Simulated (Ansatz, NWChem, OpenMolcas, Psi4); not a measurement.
## Computed against measured: atomisation enthalpy at 298 K

8 molecules, all hydrocarbons; the atomisation enthalpy at 298 K in kJ/mol, computed less measured. Shapes, held fixed at every level: PBE0-D4/def2-TZVP. Thermal terms are harmonic and unscaled (PBE0-D4/def2-TZVP); the spin-orbit lowering of the free atoms is taken from their spectra. Programs: Ansatz 0.2.0, NWChem 7.3.0, OpenMolcas 26.06, Psi4 1.11. A level may come from different programs for different species; with the same settings they agree closely. Measured values: Active Thermochemical Tables.

Levels: A = HF/3-21G; B = B3LYP/6-31G* (Cartesian functions); C = r2SCAN0-D4/def2-TZVPP; D = MP2/def2-SVP; E = CCSD/def2-TZVPP.

```json
{"molecule": "C2H2 (acetylene)", "from tabulated heats": "1641", "A": "-540", "B": "-37", "C": "-46", "D": "-47", "E": "-83"}
{"molecule": "C2H4 (ethylene)", "from tabulated heats": "2253", "A": "-645", "B": "-14", "C": "-30", "D": "-91", "E": "-82"}
{"molecule": "C3H3 (cyclopropenyl radical)", "from tabulated heats": "2318", "A": "-843", "B": "-13", "C": "-7", "D": "-53", "E": "-117"}
{"molecule": "C3H4 (propyne)", "from tabulated heats": "2837", "A": "-861", "B": "-30", "C": "-45", "D": "-81", "E": "-123"}
{"molecule": "C3H4 (allene)", "from tabulated heats": "2832", "A": "-869", "B": "-12", "C": "-33", "D": "-95", "E": "-123"}
{"molecule": "C4H6 (2-butyne)", "from tabulated heats": "4030", "A": "-1184", "B": "-27", "C": "-48", "D": "-116", "E": "-167"}
{"molecule": "C4H6 (cyclobutene)", "from tabulated heats": "4019", "A": "-1238", "B": "-32", "C": "-45", "D": "-121", "E": "-170"}
{"molecule": "C3H8 (propane)", "from tabulated heats": "3999", "A": "-1067", "B": "-8", "C": "-26", "D": "-156", "E": "-123"}
```

Q: Which level does best on this set, which worst, and which err to one side?

A: 
```json
{"level": "HF/3-21G", "kind": "Hartree–Fock", "mean error": "-905.9", "mean absolute error": "905.9", "worst case": "C4H6 (cyclobutene)"}
{"level": "B3LYP/6-31G* (Cartesian functions)", "kind": "global hybrid", "mean error": "-21.6", "mean absolute error": "21.6", "worst case": "C2H2"}
{"level": "r2SCAN0-D4/def2-TZVPP", "kind": "global hybrid", "mean error": "-35.0", "mean absolute error": "35.0", "worst case": "C4H6 (2-butyne)"}
{"level": "MP2/def2-SVP", "kind": "perturbation theory", "mean error": "-95.0", "mean absolute error": "95.0", "worst case": "C3H8"}
{"level": "CCSD/def2-TZVPP", "kind": "coupled cluster or CI", "mean error": "-123.5", "mean absolute error": "123.5", "worst case": "C4H6 (cyclobutene)"}
```

On this set B3LYP/6-31G* (Cartesian functions) has the smallest mean absolute error and HF/3-21G the largest. HF/3-21G is too low in 8 of 8; B3LYP/6-31G* (Cartesian functions) is too low in 8 of 8; r2SCAN0-D4/def2-TZVPP is too low in 8 of 8; MP2/def2-SVP is too low in 8 of 8; CCSD/def2-TZVPP is too low in 8 of 8. A functional in a double-zeta set wins here by errors that cancel. For HF/3-21G and CCSD/def2-TZVPP the error grows with the size of the molecule. Hartree–Fock lacks correlation and underbinds. Rows in very small basis sets show the basis more than the method. Correlated wave functions converge slowly with the basis. CCSD also lacks the triples, which bind further. Open shells run unrestricted. The set is small.
